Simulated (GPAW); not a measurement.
CoO:

```
CELL_PARAMETERS angstrom
-1.50800 1.50800 2.10725
1.50800 -1.50800 2.10725
1.50800 1.50800 -2.10725
ATOMIC_POSITIONS crystal
Co 0.00000 0.00000 0.00000
O 0.50000 0.50000 0.00000
```

| Property | Result |
| --- | --- |
| Program | GPAW 26.7.0 |
| Task | relaxation of cell and atoms |
| Functional | PBEsol |
| Potentials or basis | PAW data sets generated in the run's folder for this functional |
| Cutoff | 800 eV |
| Basis | pw |
| k mesh | 9 × 9 × 9 |
| Occupations | fermi-dirac, width 0.05 eV |
| Spin | collinear spin, ferromagnetic start |
| Starting moments | [2.0, 0.0] μB |

At the start: pressure -8.5 GPa; volume 9.58 Å³/atom.

**Question.** How do energy, volume and symmetry change on relaxing?

**Answer.** Over 6 steps the energy falls by 12.7 meV/atom and the volume is 9.12 Å³/atom (-4.9 %); space group Fm-3m (No. 225, to 0.05 Å); moment 2.76 μB per cell.

The path:
| step | energy change (eV) | largest force (eV/Å) | pressure (GPa) | volume (Å³) |
| --- | --- | --- | --- | --- |
| 1 | 0.0000 | 0.0000 | -8.49 | 19.17 |
| 2 | -0.0094 | 0.0000 | -6.82 | 18.96 |
| 3 | -0.0250 | 0.0000 | 0.48 | 18.18 |
| 4 | -0.0251 | 0.0000 | -0.04 | 18.23 |
| 5 | -0.0251 | 0.0000 | -0.09 | 18.23 |
| 6 | -0.0255 | 0.0000 | -0.25 | 18.24 |

Final structure:
```cif
data_structure
_symmetry_space_group_name_H-M 'P 1'
_symmetry_Int_Tables_number 1
_cell_length_a 2.9536
_cell_length_b 2.9536
_cell_length_c 2.9536
_cell_angle_alpha 119.933
_cell_angle_beta 119.933
_cell_angle_gamma 90.116
_cell_volume 18.24
loop_
_atom_site_label
_atom_site_type_symbol
_atom_site_fract_x
_atom_site_fract_y
_atom_site_fract_z
_atom_site_occupancy
Co1 Co 0.00000 0.00000 0.00000 1
O1 O 0.50000 0.50000 0.00000 1
```

Caveat: each step starts from the last one's moments, so a moment once lost doesn't come back; later steps reuse the first step's grids; a cell with one magnetic atom can't hold antiferromagnetic order, which such compounds often take.
